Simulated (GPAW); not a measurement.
LiH:

```
Li H
1.0
     0.00000    2.03675    2.03675
     2.03675    0.00000    2.03675
     2.03675    2.03675    0.00000
Li H
1 1
Direct
  0.00000 0.00000 0.00000
  0.50000 0.50000 0.50000
```

Base run:

| Quantity | Value |
| --- | --- |
| Program | GPAW 26.7.0 |
| Functional | PBE |
| Potentials or basis | GPAW PAW data sets (gpaw-data 1.2.1) |
| Cutoff | 800 eV |
| Basis | pw |
| k mesh | 11 × 11 × 11 |
| Occupations | fermi-dirac, width 0.05 eV |
| Spin | no spin polarisation |

Its results: band gap on the k mesh 3.19 eV, direct; pressure -1.2 GPa.

Question: The run is repeated on the same cell with these changes: functional from PBE to PBEsol; potentials or basis from GPAW PAW data sets (gpaw-data 1.2.1) to PAW data sets generated in the run's folder for this functional. What comes out?

Answer: Band gap on the k mesh 2.98 eV, direct; pressure -2.2 GPa.

Caveats: the mesh misses the band edges, which the band path finds closer together.

Not every run made on this cell is shown here.
